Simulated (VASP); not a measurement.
# NaCl in VASP 6.6.1, single-point calculation

INCAR

```
LASPH = .TRUE.
LWAVE = .FALSE.
ISIF = 2
NELECT = 13
SIGMA = 0.01
NSW = 0
NELM = 84
LCHARG = .FALSE.
ENCUT = 520
LREAL = .FALSE.
PREC = Accurate
IBRION = -1
NBANDS = 14
EDIFF = 1E-7
ALGO = Normal
ISMEAR = 0
METAGGA = R2SCAN
```

KPOINTS

```
KPOINTS created by Atomic Simulation Environment
0
Gamma
8 8 8
0 0 0
```

POSCAR

```
Na Cl
 1.0000000000000000
     0.0000000000000000    2.9148067784000000    2.9148067784000000
     2.9148067784000000    0.0000000000000000    2.9148067784000000
     2.9148067784000000    2.9148067784000000    0.0000000000000000
 Na  Cl
   1   1
Cartesian
  0.0000000000000000  0.0000000000000000  0.0000000000000000
  2.9148067783999996  2.9148067783999996  2.9148067783999996
```

The recommended PBE PAW datasets give the neutral cell 14 valence electrons.

Command

```
mpirun -np 1 vasp_std
```

Q: How does this run end, and what does it give?

A: It converged. Results: pressure -18.3 GPa.

OSZICAR

```
N       E                     dE             d eps       ncg     rms          rms(c)
DAV:   1     0.852427702474E+02    0.85243E+02   -0.63855E+03   812   0.864E+02
DAV:   2    -0.531530797775E+01   -0.90558E+02   -0.84631E+02   878   0.253E+02
DAV:   3    -0.127649116350E+02   -0.74496E+01   -0.72926E+01  1064   0.668E+01
DAV:   4    -0.128990233470E+02   -0.13411E+00   -0.13402E+00   950   0.966E+00
DAV:   5    -0.129020237030E+02   -0.30004E-02   -0.30000E-02  1106   0.146E+00    0.238E+00
DAV:   6    -0.112857950575E+02    0.16162E+01   -0.11365E+00  1004   0.778E+00    0.629E-01
DAV:   7    -0.112882154731E+02   -0.24204E-02   -0.56859E-02   974   0.226E+00    0.311E-01
DAV:   8    -0.112894216237E+02   -0.12062E-02   -0.22261E-03  1010   0.543E-01    0.138E-01
DAV:   9    -0.112899896690E+02   -0.56805E-03   -0.76638E-04   956   0.284E-01    0.488E-02
DAV:  10    -0.112899703933E+02    0.19276E-04   -0.77536E-05  1042   0.825E-02    0.569E-03
DAV:  11    -0.112899692948E+02    0.10984E-05   -0.22150E-06  1042   0.144E-02    0.166E-03
DAV:  12    -0.112899676129E+02    0.16819E-05   -0.10347E-06  1004   0.733E-03    0.178E-03
DAV:  13    -0.112899674926E+02    0.12028E-06   -0.93455E-08  1010   0.221E-03    0.221E-04
DAV:  14    -0.112899677958E+02   -0.30318E-06   -0.56760E-09   634   0.660E-04    0.318E-04
DAV:  15    -0.112899677685E+02    0.27356E-07   -0.17338E-09   556   0.281E-04
   1 F= -.11289968E+02 E0= -.11289735E+02  d E =-.465303E-03
```

The cell is charged and sits in a uniform background.

For comparison, a separate r²SCAN run of the intended cell, on usual settings and not on those above, gives a gap of 5.54 eV on its mesh and a pressure of -2.6 GPa.
